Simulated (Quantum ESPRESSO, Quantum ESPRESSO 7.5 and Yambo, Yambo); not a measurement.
# MoS2 (2H monolayer): G0W0 with Yambo, start to end

How does a plane-wave GW calculation on MoS2 (2H monolayer) run from the first input to the gap?

Main program and level: Quantum ESPRESSO 7.5 and Yambo 5.3.0; PBE and many-body steps on it, plane waves.

**Experimental background.**

- Gap 2.75 eV: quasiparticle (electronic) gap from STS, without graphene; scanning tunnelling spectroscopy; 77 K; monolayer (“Slow cooling and efficient extraction of C-exciton hot carriers in MoS2 monolayer”, 2017, pmc:5227064).

- Gap 2.5 eV: fundamental (single-particle) direct gap, lower bound from photocurrent onset; photocurrent spectroscopy; 77 K; monolayer (suspended monolayer device) (“Probing excitonic states in suspended two-dimensional semiconductors by photocurrent spectroscopy”, 2014, pmc:4198869).

- Gap 2 eV: quasiparticle gap from STS, about 4 nm away from grain boundary; scanning tunnelling spectroscopy; 300 K; monolayer on HOPG (“Evolution of Metastable Defects and Its Effect on the Electronic Properties of MoS2 Films”, 2018, pmc:5928116).

- Gap 1.9466 ± 0.0006 eV: optical gap, A:1s exciton energy; sum frequency generation spectroscopy; monolayer (exfoliated monolayer encapsulated in hBN on SiO2/Si, low temperature) (“3D hydrogen-like screening effect on excitons in hBN-encapsulated monolayer transition metal dichalcogenides”, 2024, pmc:11549476).

- Gap 1.84 eV: optical gap from PL; photoluminescence, 514 nm excitation; 300 K; monolayer (“Poly(4-styrenesulfonate)-induced sulfur vacancy self-healing strategy for monolayer MoS2 homojunction photodiode”, 2017, pmc:5489680).

This is a selection; 32 further reports are not listed.

### Step 1. Set-up

The cell holds 3 atoms: 1 Mo and 2 S. Cell: a = 3.185 Å, b = 3.185 Å, c = 16.000 Å, α = 90.0°, β = 90.0°, γ = 120.0°. Vacuum lies along c.

The structure was relaxed with PBE. The runs that relaxed it are not among those shown.

### Step 2. Ground state

This step: Quantum ESPRESSO 7.5; DFT, PBE with spin-orbit coupling, plane waves, norm-conserving pseudopotentials.

The ground-state density comes first.

pw.in

```
&control
  calculation = 'scf'
  prefix = 'x'
  outdir = 'o'
  pseudo_dir = 'pseudo'
/
&system
  ibrav = 0
  nat = 3
  ntyp = 2
  ecutwfc = 72.0
  nbnd = 36
  force_symmorphic = .true.
  noncolin = .true.
  lspinorb = .true.
/
&electrons
  conv_thr = 1e-10
  electron_maxstep = 80
  mixing_beta = 0.5
/
ATOMIC_SPECIES
  Mo 95.95 Mo.upf
  S 32.06 S.upf
CELL_PARAMETERS angstrom
  3.1851870510 -0.0000000003 0.0000000000
  -1.5925935253 2.7584529021 0.0000000000
  0.0000000000 0.0000000000 16.0000000000
ATOMIC_POSITIONS crystal
  Mo 0.3333333333 0.6666666667 0.5000000000
  S 0.6666666667 0.3333333333 0.5976878787
  S 0.6666666667 0.3333333333 0.4023121213
K_POINTS automatic
  12 12 1 0 0 0
```

On the command line:

```sh
OMP_NUM_THREADS=1 mpirun -n 4 pw.x -nk 4 -in pw.in > pw.out
```

The log of the run:

```text
Program PWSCF v.7.5 starts

     This program is part of the open-source Quantum ESPRESSO suite
     for quantum simulation of materials; please cite
         "P. Giannozzi et al., J. Phys.:Condens. Matter 21 395502 (2009);
         "P. Giannozzi et al., J. Phys.:Condens. Matter 29 465901 (2017);
         "P. Giannozzi et al., J. Chem. Phys. 152 154105 (2020);
     in publications or presentations arising from this work. More details at
     Message from routine setup:
     using ibrav=0 with symmetry is DISCOURAGED, use correct ibrav instead

     G-vector sticks info

     bravais-lattice index     =            0
     lattice parameter (alat)  =       6.0191  a.u.
     unit-cell volume          =     948.6742 (a.u.)^3
     number of atoms/cell      =            3
     number of atomic types    =            2
     number of electrons       =        26.00
     number of Kohn-Sham states=           36
     kinetic-energy cutoff     =      72.0000  Ry
     charge density cutoff     =     288.0000  Ry
     scf convergence threshold =      1.0E-10
     mixing beta               =       0.5000
     number of iterations used =            8  plain     mixing
     Exchange-correlation= PBE
                           (   1   4   3   4   0   0   0)
     Non magnetic calculation with spin-orbit

     celldm(1)=   6.019131  celldm(2)=   0.000000  celldm(3)=   0.000000
     celldm(4)=   0.000000  celldm(5)=   0.000000  celldm(6)=   0.000000

     crystal axes: (cart. coord. in units of alat)
               a(1) = (   1.000000  -0.000000   0.000000 )
               a(2) = (  -0.500000   0.866025   0.000000 )
               a(3) = (   0.000000   0.000000   5.023253 )

     reciprocal axes: (cart. coord. in units 2 pi/alat)
               b(1) = (  1.000000  0.577350 -0.000000 )
               b(2) = (  0.000000  1.154701 -0.000000 )
               b(3) = ( -0.000000 -0.000000  0.199074 )
     Pseudo is Norm-conserving + core correction, Zval = 14.0
     Generated using ONCVPSP code by D. R. Hamann
     Using radial grid of 1640 points, 10 beta functions with:
     Pseudo is Norm-conserving + core correction, Zval =  6.0
     Generated using ONCVPSP code by D. R. Hamann
     Using radial grid of 1146 points, 10 beta functions with:
     Mo               14.00    95.95000     Mo( 1.00)
     S                 6.00    32.06000     S ( 1.00)

     12 Sym. Ops. (no inversion) found

   Cartesian axes

     site n.     atom                  positions (alat units)
         1        Mo     tau(   1) = (  -0.0000000   0.5773503   2.5116264  )
         2        S      tau(   2) = (   0.5000000   0.2886751   3.0023374  )
         3        S      tau(   3) = (   0.5000000   0.2886751   2.0209155  )

     number of k points=    19
                       cart. coord. in units 2pi/alat
        k(    1) = (   0.0000000   0.0000000   0.0000000), wk =   0.0069444
        k(    2) = (   0.0000000   0.0962250   0.0000000), wk =   0.0416667
        k(    3) = (   0.0000000   0.1924501   0.0000000), wk =   0.0416667
        k(    4) = (   0.0000000   0.2886751   0.0000000), wk =   0.0416667
        k(    5) = (   0.0000000   0.3849002   0.0000000), wk =   0.0416667
        k(    6) = (   0.0000000   0.4811252   0.0000000), wk =   0.0416667
        k(    7) = (  -0.0000000  -0.5773503   0.0000000), wk =   0.0208333
        k(    8) = (   0.0833333   0.1443376   0.0000000), wk =   0.0416667
        k(    9) = (   0.0833333   0.2405626   0.0000000), wk =   0.0833333
        k(   10) = (   0.0833333   0.3367877   0.0000000), wk =   0.0833333
     [... 7 further rows ...]
        k(   18) = (   0.2500000   0.5292377   0.0000000), wk =   0.0833333
        k(   19) = (   0.3333333   0.5773503   0.0000000), wk =   0.0138889

     Dense  grid:    78259 G-vectors     FFT dimensions: (  36,  36, 180)

     Initial potential from superposition of free atoms

     starting charge      25.9985, renormalised to      26.0000
     Starting wfcs are   36 randomized atomic wfcs

     per-process dynamical memory:   162.1 Mb

     Self-consistent Calculation

     iteration #  1     ecut=    72.00 Ry     beta= 0.50

     total energy              =    -184.68556227 Ry
     estimated scf accuracy    <       0.45582217 Ry

     iteration #  2     ecut=    72.00 Ry     beta= 0.50

     total energy              =    -184.62446645 Ry
     estimated scf accuracy    <       1.81057798 Ry

     iteration #  3     ecut=    72.00 Ry     beta= 0.50

     total energy              =    -184.88441335 Ry
     estimated scf accuracy    <       0.02969407 Ry

     iteration #  4     ecut=    72.00 Ry     beta= 0.50

     total energy              =    -184.88766239 Ry
     estimated scf accuracy    <       0.00152034 Ry

     iteration #  5     ecut=    72.00 Ry     beta= 0.50

     total energy              =    -184.88799280 Ry
     estimated scf accuracy    <       0.00010873 Ry

     iteration #  6     ecut=    72.00 Ry     beta= 0.50

     total energy              =    -184.88800560 Ry
     estimated scf accuracy    <       0.00000406 Ry

     iteration #  7     ecut=    72.00 Ry     beta= 0.50

     total energy              =    -184.88800713 Ry
     estimated scf accuracy    <       0.00000296 Ry

     iteration #  8     ecut=    72.00 Ry     beta= 0.50

     total energy              =    -184.88800768 Ry
     estimated scf accuracy    <       0.00000025 Ry

     iteration #  9     ecut=    72.00 Ry     beta= 0.50

     total energy              =    -184.88800770 Ry
     estimated scf accuracy    <       0.00000005 Ry

     iteration # 10     ecut=    72.00 Ry     beta= 0.50

     total energy              =    -184.88800770 Ry
     estimated scf accuracy    <          3.0E-09 Ry

     iteration # 11     ecut=    72.00 Ry     beta= 0.50

     total energy              =    -184.88800770 Ry
     estimated scf accuracy    <          3.4E-10 Ry

     iteration # 12     ecut=    72.00 Ry     beta= 0.50

     End of self-consistent calculation

          k = 0.0000 0.0000 0.0000 (  9735 PWs)   bands (ev):

   -60.5858 -60.5858 -36.3142 -36.3142 -33.8824 -33.8824 -33.7341 -33.7341
   -13.8071 -13.8071 -12.5062 -12.5062  -5.3261  -5.3261  -2.3746  -2.3746
    -2.3103  -2.3103  -1.4960  -1.4960  -1.2804  -1.2804  -1.1961  -1.1961
     0.2719   0.2719   2.9780   2.9780   3.0572   3.0572   3.2711   3.2711
     3.2716   3.2716   5.6132   5.6132

          k = 0.0000 0.0962 0.0000 (  9746 PWs)   bands (ev):

   -60.5834 -60.5834 -36.3210 -36.3210 -33.8854 -33.8854 -33.7506 -33.7506
   -13.7053 -13.7053 -12.4644 -12.4644  -5.2096  -5.2096  -2.5725  -2.5725
    -2.2346  -2.2346  -1.9889  -1.9889  -1.4008  -1.4008  -0.9006  -0.9006
     0.2191   0.2191   2.8778   2.8778   2.9946   2.9946   3.1460   3.1460
     3.2157   3.2157   5.7931   5.7931

          k = 0.0000 0.1925 0.0000 (  9742 PWs)   bands (ev):

   -60.5766 -60.5766 -36.3400 -36.3400 -33.8971 -33.8971 -33.7909 -33.7909
   -13.4159 -13.4159 -12.3455 -12.3455  -4.9165  -4.9165  -3.0923  -3.0923
    -2.6356  -2.6356  -1.9398  -1.9398  -1.7807  -1.7807  -0.8102  -0.8102
    -0.0166  -0.0166   2.5584   2.5584   2.8325   2.8325   2.8930   2.8930
     3.6117   3.6117   6.2106   6.2106

          k = 0.0000 0.2887 0.0000 (  9784 PWs)   bands (ev):

     [... further k-points ...]

     highest occupied, lowest unoccupied level (ev):     0.3244    1.9222

!    total energy              =    -184.88800770 Ry
     estimated scf accuracy    <          4.2E-11 Ry

     The total energy is the sum of the following terms:
     one-electron contribution =    -790.85934271 Ry
     hartree contribution      =     396.96589680 Ry
     xc contribution           =     -33.33958068 Ry
     ewald contribution        =     242.34501889 Ry

     convergence has been achieved in  12 iterations

     XML data file, charge density, pseudopotentials, collected wavefunctions

=------------------------------------------------------------------------------=
   JOB DONE.
=------------------------------------------------------------------------------=
```

The job ended after 92 s (4 MPI ranks of Arm Neoverse V1, shared host; peak memory 1.1 GiB; 6.1 min of CPU time).

This step gave:

```
total energy               : -2515.5295 eV
gap                        : 1.598 eV
k of the valence top       : 0.3333, 0.3333, 0
k of the conduction bottom : 0.3333, 0.3333, 0
least direct gap           : 1.598 eV
```

The gap is direct, at (0.333, 0.333, 0.000).

### Step 3. Bands along the symmetry lines

Levels along a band path, at the cheap level, show where the edges lie and whether the meshes to come will hold them.

pw.in

```
&control
  calculation = 'bands'
  prefix = 'x'
  outdir = 'o'
  pseudo_dir = 'pseudo'
/
&system
  ibrav = 0
  nat = 3
  ntyp = 2
  ecutwfc = 72.0
  nbnd = 38
  force_symmorphic = .true.
  noncolin = .true.
  lspinorb = .true.
/
&electrons
  conv_thr = 1e-9
  electron_maxstep = 80
  diago_full_acc = .true.
  diago_thr_init = 5e-6
/
ATOMIC_SPECIES
  Mo 95.95 Mo.upf
  S 32.06 S.upf
CELL_PARAMETERS angstrom
  3.1851870510 -0.0000000003 0.0000000000
  -1.5925935253 2.7584529021 0.0000000000
  0.0000000000 0.0000000000 16.0000000000
ATOMIC_POSITIONS crystal
  Mo 0.3333333333 0.6666666667 0.5000000000
  S 0.6666666667 0.3333333333 0.5976878787
  S 0.6666666667 0.3333333333 0.4023121213
K_POINTS crystal
  25
  0.00000000 0.00000000 0.00000000 1
  0.06250000 0.00000000 0.00000000 1
  0.12500000 0.00000000 0.00000000 1
  0.18750000 0.00000000 0.00000000 1
  0.25000000 0.00000000 0.00000000 1
  0.31250000 0.00000000 0.00000000 1
  0.37500000 0.00000000 0.00000000 1
  0.43750000 0.00000000 0.00000000 1
  0.50000000 0.00000000 0.00000000 1
  0.47916667 0.04166667 0.00000000 1
  0.45833333 0.08333333 0.00000000 1
  0.43750000 0.12500000 0.00000000 1
  0.41666666 0.16666666 0.00000000 1
  0.39583333 0.20833333 0.00000000 1
  0.37500000 0.25000000 0.00000000 1
  0.35416666 0.29166666 0.00000000 1
  0.33333333 0.33333333 0.00000000 1
  0.29166666 0.29166666 0.00000000 1
  0.25000000 0.25000000 0.00000000 1
  0.20833333 0.20833333 0.00000000 1
  0.16666666 0.16666666 0.00000000 1
  0.12500000 0.12500000 0.00000000 1
  0.08333333 0.08333333 0.00000000 1
  0.04166667 0.04166667 0.00000000 1
  0.00000000 0.00000000 0.00000000 1
```

The log of the run:

```text
[banner, memory and clock lines left out]
Program PWSCF v.7.5 starts

     Atomic positions and unit cell read from directory:
     o/x.save/

     Message from routine setup:
     using ibrav=0 with symmetry is DISCOURAGED, use correct ibrav instead

     G-vector sticks info

     bravais-lattice index     =            0
     lattice parameter (alat)  =       6.0191  a.u.
     unit-cell volume          =     948.6742 (a.u.)^3
     number of atoms/cell      =            3
     number of atomic types    =            2
     number of electrons       =        26.00
     number of Kohn-Sham states=           38
     kinetic-energy cutoff     =      72.0000  Ry
     charge density cutoff     =     288.0000  Ry
     Exchange-correlation= PBE
                           (   1   4   3   4   0   0   0)
     Non magnetic calculation with spin-orbit

     celldm(1)=   6.019131  celldm(2)=   0.000000  celldm(3)=   0.000000
     celldm(4)=   0.000000  celldm(5)=   0.000000  celldm(6)=   0.000000

     crystal axes: (cart. coord. in units of alat)
               a(1) = (   1.000000  -0.000000   0.000000 )
               a(2) = (  -0.500000   0.866025   0.000000 )
               a(3) = (   0.000000   0.000000   5.023253 )

     reciprocal axes: (cart. coord. in units 2 pi/alat)
               b(1) = (  1.000000  0.577350 -0.000000 )
               b(2) = (  0.000000  1.154701 -0.000000 )
               b(3) = ( -0.000000 -0.000000  0.199074 )
     Pseudo is Norm-conserving + core correction, Zval = 14.0
     Generated using ONCVPSP code by D. R. Hamann
     Using radial grid of 1640 points, 10 beta functions with:
     Pseudo is Norm-conserving + core correction, Zval =  6.0
     Generated using ONCVPSP code by D. R. Hamann
     Using radial grid of 1146 points, 10 beta functions with:
     Mo               14.00    95.95000     Mo( 1.00)
     S                 6.00    32.06000     S ( 1.00)

     12 Sym. Ops. (no inversion) found

   Cartesian axes

     site n.     atom                  positions (alat units)
         1        Mo     tau(   1) = (  -0.0000000   0.5773503   2.5116264  )
         2        S      tau(   2) = (   0.5000000   0.2886751   3.0023374  )
         3        S      tau(   3) = (   0.5000000   0.2886751   2.0209155  )

     number of k points=    25
                       cart. coord. in units 2pi/alat
        k(    1) = (   0.0000000   0.0000000   0.0000000), wk =   0.0400000
        k(    2) = (   0.0625000   0.0360844   0.0000000), wk =   0.0400000
        k(    3) = (   0.1250000   0.0721688   0.0000000), wk =   0.0400000
[...]
[... 13 further rows ...]
        k(   24) = (   0.0416667   0.0721688   0.0000000), wk =   0.0400000
        k(   25) = (   0.0000000   0.0000000   0.0000000), wk =   0.0400000

     Dense  grid:    78259 G-vectors     FFT dimensions: (  36,  36, 180)

     The potential is recalculated from file :
     o/x.save/charge-density

     Starting wfcs are   36 randomized atomic wfcs +    2 random wfcs

     Band Structure Calculation

     End of band structure calculation

          k = 0.0000 0.0000 0.0000 (  9735 PWs)   bands (ev):

   -60.5859 -60.5859 -36.3143 -36.3143 -33.8825 -33.8825 -33.7342 -33.7342
   -13.8071 -13.8071 -12.5063 -12.5063  -5.3261  -5.3261  -2.3747  -2.3747
    -2.3104  -2.3104  -1.4960  -1.4960  -1.2805  -1.2805  -1.1961  -1.1961
[...]
3.2715   3.2715   5.6132   5.6132   6.0393   6.0393

          k = 0.0625 0.0361 0.0000 (  9744 PWs)   bands (ev):

[...]
3.2100   3.2100   5.7200   5.7200   6.1150   6.1150

          k = 0.1250 0.0722 0.0000 (  9746 PWs)   bands (ev):

[...]
3.3945   3.3945   5.9783   5.9783   6.3367   6.3367

[...]
k = 0.0417 0.0722 0.0000 (  9735 PWs)   bands (ev):

[...]
3.1922   3.2067   5.7521   5.7525   6.1400   6.1401

          k = 0.0000 0.0000 0.0000 (  9735 PWs)   bands (ev):

[...]
-2.3104  -2.3104  -1.4960  -1.4960  -1.2805  -1.2805  -1.1961  -1.1961
     0.2718   0.2718   2.9780   2.9780   3.0571   3.0571   3.2710   3.2710
     3.2715   3.2715   5.6132   5.6132   6.0393   6.4938

     XML data file, pseudopotentials, collected wavefunctions
```

Run time: 43 s. Hardware: 4 MPI ranks; peak memory 0.65 GiB; 2.8 min of CPU time.

Numbers from this step:

| Quantity | Value |
| --- | --- |
| gap | 1.598 eV |
| k of the valence top | 0.3333, 0.3333, 0 |
| k of the conduction bottom | 0.3333, 0.3333, 0 |
| least direct gap | 1.598 eV |

The gap is 1.598 eV, as in the run before at this level.

The electronic bands at the labelled points (eV, zero at the top of the highest filled band):

```tsv
point	band 23	band 24	band 25	band 26	band 27	band 28	band 29	band 30
Γ	-1.52	-1.52	-0.05	-0.05	2.65	2.65	2.73	2.73
halfway	-1.37	-1.37	-0.77	-0.77	2.11	2.11	2.30	2.30
M	-1.04	-1.04	-0.68	-0.68	2.17	2.17	2.69	2.69
halfway	-1.94	-1.93	-0.43	-0.32	2.04	2.09	2.89	3.04
K	-2.21	-2.19	-0.15	0.00	1.60	1.60	2.99	3.02
halfway	-1.12	-1.08	-0.87	-0.80	1.84	1.91	2.40	2.42
Γ	-1.52	-1.52	-0.05	-0.05	2.65	2.65	2.73	2.73
```

[end of part 1 of 3]

[Paths, hosts, dates, memory and timing lines, banners, echoed tables and standing remarks are left out of the program output.]

[Logs are printed without paths, hosts, clocks, repeated set-up lines and the standing remarks that a program may print on its own settings, such as how far it seeks lower states.]

[Runs of the session that timed out or met a known fault of the program may be left out.]

[Hosts, paths, dates, database ids (printed as entryN), source tags and the programs' standing remarks are cut or masked in the printed files.]
